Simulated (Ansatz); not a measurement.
# ZrN under strain — N-14 nuclear quadrupole resonance

Cell: an entry of the Crystallography Open Database (COD), relaxed with PBE at fixed cell and then changed (z stretched by 3 %, ions relaxed).

```
Zr N
1.0
     0.00000    2.28423    2.35276
     2.28423    0.00000    2.35276
     2.28423    2.28423    0.00000
Zr N
1 1
Direct
  0.00000 0.00000 0.00000
  0.50000 0.50000 0.50000
```

Atoms are numbered from 1 in the order listed; like atoms form one site, named after its first atom.

All values are calculated (Ansatz; DFT, PBE, plane waves and PAW, scalar-relativistic, 420 eV cutoff, Γ-centred 18×18×18 k-points, Fermi–Dirac smearing 0.05 eV), not measured.

N-14: I = 1, Q = 20.44 mb (year-2017 value). Static lattice, zero field.

Task: The simulated lines lie at 0.359 MHz. What are |C_Q|, η and |V_zz| at N?

Result: For I = 1 the lines are ν± = (3/4)|C_Q|(1 ± η/3) and ν₀ = |C_Q|η/2. Here |C_Q| = 0.479 MHz, η = 0.00 and |V_zz| = 0.97 × 10²¹ V/m². The calculation gives V_zz positive; the lines don't show the sign. The site has 6 Zr at 2.28–2.35 Å.

An axis of threefold or higher order runs through N, so V_zz lies along it and η is zero.

The run finds no gap above 0.1 eV (a metal, or nearly one), so the gradients can move by 10 % or more with the k-mesh. Without spin–orbit coupling (the program notes it for Zr) the gradients can shift somewhat, as the gap is small.
